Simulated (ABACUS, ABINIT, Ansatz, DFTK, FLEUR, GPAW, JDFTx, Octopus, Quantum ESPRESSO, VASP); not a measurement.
# FeO: programs and potentials compared

```
CELL_PARAMETERS angstrom
0.00000 2.15540 2.15540
2.15540 0.00000 2.15540
2.15540 2.15540 0.00000
ATOMIC_POSITIONS crystal
Fe 0.00000 0.00000 0.00000
O 0.50000 0.50000 0.50000
```

Alike in all runs: task single point; functional PBE; k mesh 11 × 11 × 11; occupations fermi-dirac, width 0.05 eV; collinear spin, ferromagnetic start; no spin-orbit coupling. The measured crystal is an antiferromagnetic insulator; the state found here is the runs' own. Pressure is positive in compression and, in plane waves, holds the error of the finite cutoff.

| program and potentials | plane-wave cutoff (eV) | notes | pressure (GPa) | net moment per atom (μB) |
| --- | --- | --- | --- | --- |
| Ansatz, all-electron LAPW, scalar-relativistic | - | - | -0.28 | 2.00 |
| Octopus, pseudodojo_pbe (PseudoDojo 0.5, PBE) | - | 11 valence electrons an atom on average | - | 2.00 |
| VASP, PBE PAW files Fe, O, 520 eV | 520 | 7 valence electrons an atom on average | ? | ? |
| ABINIT, JTH PAW PBE v2.0 | 707 | 11 valence electrons an atom on average | -0.84 | 2.00 |
| GPAW, GPAW PAW data sets (gpaw-data 1.2.1) | 800 | 7 valence electrons an atom on average | 0.82 | 2.00 |
| JDFTx, PseudoDojo-SR-PBE-0.5-standard | 1225 | 11 valence electrons an atom on average | -0.95 | 2.00 |
| ABACUS, PseudoDojo NC SR 0.4.1 PBE standard, plane waves | 1225 | 11 valence electrons an atom on average | -0.98 | 2.00 |
| DFTK, PseudoDojo SR PBE 0.4.1 standard (PBE) | 1225 | 11 valence electrons an atom on average | -0.99 | 2.00 |
| Quantum ESPRESSO, SSSP 1.3 efficiency PBE | 871 | 11 valence electrons an atom on average | -1.22 | 2.00 |
| FLEUR, all-electron, FLAPW | - | - | - | 2.00 |

Q: Estimate from the other rows what the run with VASP, PBE PAW files Fe, O, 520 eV gave.

A: Pressure -0.07 GPa; net moment per atom 2.00 μB. The other rows, which needn't bracket it: pressure -1.22 to 0.82; net moment per atom 2.00.
